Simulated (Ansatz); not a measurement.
The calculation used Ansatz, DFT PBE, scalar-relativistic, plane waves, PAW. Settings: cutoff 420 eV, Γ-centred meshes spaced at most about 0.3 Å⁻¹, and about 0.25 Å⁻¹ or finer for metals (2π included), Gaussian smearing. No spin polarisation.

These are static total energies at zero pressure.

Two relaxed structures of Zn₂SnO₃:

A.

```cif
data_structure
_symmetry_space_group_name_H-M 'I-4m2'
_symmetry_Int_Tables_number 119
_cell_length_a 3.4108
_cell_length_b 3.4108
_cell_length_c 14.9405
_cell_angle_alpha 90.000
_cell_angle_beta 90.000
_cell_angle_gamma 90.000
_cell_volume 173.81
loop_
_atom_site_label
_atom_site_type_symbol
_atom_site_symmetry_multiplicity
_atom_site_Wyckoff_symbol
_atom_site_fract_x
_atom_site_fract_y
_atom_site_fract_z
_atom_site_occupancy
Zn1 Zn 4 e 0.50000 0.50000 0.17840 1
Sn1 Sn 2 a 0.00000 0.00000 0.00000 1
O1 O 2 c 0.00000 0.50000 0.25000 1
O2 O 4 f 0.50000 0.00000 0.10635 1
```

B.

```cif
data_structure
_symmetry_space_group_name_H-M 'Cmc2_1'
_symmetry_Int_Tables_number 36
_cell_length_a 10.3974
_cell_length_b 5.6777
_cell_length_c 5.7629
_cell_angle_alpha 90.000
_cell_angle_beta 90.000
_cell_angle_gamma 90.000
_cell_volume 340.20
loop_
_atom_site_label
_atom_site_type_symbol
_atom_site_symmetry_multiplicity
_atom_site_Wyckoff_symbol
_atom_site_fract_x
_atom_site_fract_y
_atom_site_fract_z
_atom_site_occupancy
Zn1 Zn 8 b 0.17050 0.67683 0.99689 1
Sn1 Sn 4 a 0.00000 0.77815 0.51686 1
O1 O 8 b 0.18665 0.64614 0.34444 1
O2 O 4 a 0.00000 0.14827 0.47349 1
```

Task: Which is lower in energy, and by how much?

Result: B is lower, by 52 meV/atom. A has Zn and Sn ordered on zinc blende sites, space group I-4m2 (No. 119), 14.5 Å³/atom and no gap on its mesh; B has Zn and Sn ordered on wurtzite sites, space group Cmc2_1 (No. 36), 14.2 Å³/atom and a gap of 1.42 eV. Counting O atoms around Sn and Zn (those within 1.25 times the shortest such distance or 1.15 times the sum of covalent radii, 1.27 where that leaves under three), A has Zn 4, Sn 4 and B has Zn 4, Sn 3. In A, Zn has 4 O at 2.01–2.02 Å; around Sn lie 4 O at 2.33 Å; around O on a site of symmetry -4m2 lie 4 Zn at 2.01 Å; 1 more site not described. In B, Zn is surrounded by 4 O at 2.00–2.04 Å; Sn is surrounded by 1 O at 2.12 Å, 2 O at 2.31 Å and 1 O at 2.66 Å; O on a site of symmetry 1 has 3 Zn at 2.00–2.04 Å and 1 Sn at 2.31 Å; 1 more site not described. Both come from invented guesses. The lowest form computed isn't among them: it has space group Cm (No. 8), 14.5 Å³/atom and lies 35 meV/atom below the best shown.

Kohn–Sham gaps at this level usually fall short of measured ones. The zero gap of I-4m2 may come from the functional, which often closes small gaps. Cells relaxed within their symmetry can be saddle points. Some candidate types were left out of the draw beforehand, so a known form may be missing.
